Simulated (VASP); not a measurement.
## Li2S: relaxation of cell and atoms with LDA

Crystal: Li2S.

```
CELL_PARAMETERS angstrom
0.00000 2.83517 2.83517
2.83517 0.00000 2.83517
2.83517 2.83517 0.00000
ATOMIC_POSITIONS crystal
Li 0.75000 0.75000 0.75000
Li 0.25000 0.25000 0.25000
S 0.00000 0.00000 0.00000
```

The cell comes from a database or a generator and needn't be the stable form of this composition.

- Program: VASP 6.6.1
- Task: relaxation of cell and atoms
- Functional: LDA
- Potentials or basis: VASP PAW LDA potentials, release 64 (Li_sv, S)
- Cutoff: 600 eV
- k mesh: 8 × 8 × 8
- Occupations: gaussian, width 0.02 eV
- Spin: no spin polarisation
- Further INCAR settings: ALGO = Fast; EDIFF = 1e-07; IBRION = 2; EDIFFG = -0.005; NSW = 90; ISIF = 3

```
Relaxed volume                         : 14.35 Å³/atom
Relaxed cell                           : a = 3.934 Å, b = 3.934 Å, c = 3.934 Å, α = 60.00°, β = 60.00°, γ = 60.00°
Space group after relaxing (to 0.05 Å) : Fm-3m (No. 225)
Energy gained by relaxing              : 6.6 meV/atom
Ionic steps                            : 3
Pressure after relaxing                : 0.0 GPa
Band gap on the k mesh                 : 3.11 eV, indirect (least direct gap 4.44 eV)
```

The path:
```csv
step,energy change (eV),largest force (eV/Å),pressure (GPa),volume (Å³)
1,0.0000,0.0000,-2.38,45.58
2,-0.0161,0.0000,-1.10,44.11
3,-0.0199,0.0000,-0.05,43.05
```

Final structure:
```
Li S
1.0
     0.00000    2.78182    2.78182
     2.78182    0.00000    2.78182
     2.78182    2.78182    0.00000
Li S
2 1
Direct
  0.75000 0.75000 0.75000
  0.25000 0.25000 0.25000
  0.00000 0.00000 0.00000
```

Levels at points of the mesh, in eV from the valence-band top:
```
           k point  band 3  band 4  band 5  band 6  band 7  band 8  band 9  band 10
(0.00, 0.00, 0.00)  -11.17    0.00    0.00    0.00    4.44    6.03    6.03     6.03
(0.50, 0.00, 0.00)  -10.68   -3.17   -0.58   -0.58    6.28    6.40    6.40     8.55
(0.50, 0.50, 0.00)  -10.54   -2.34   -1.62   -1.62    3.11    7.18   11.34    11.35
```

It took 32 s on 1 thread of Intel(R) Xeon(R) Platinum 8559C (Emerald Rapids), on a shared host, peak memory 0.16 GiB.

Caveat: the cutoff is under 1.25 times the usual one of these potentials, so pressure, stress and relaxed cells hold a basis-set (Pulay) error. A k mesh can miss the band edges.
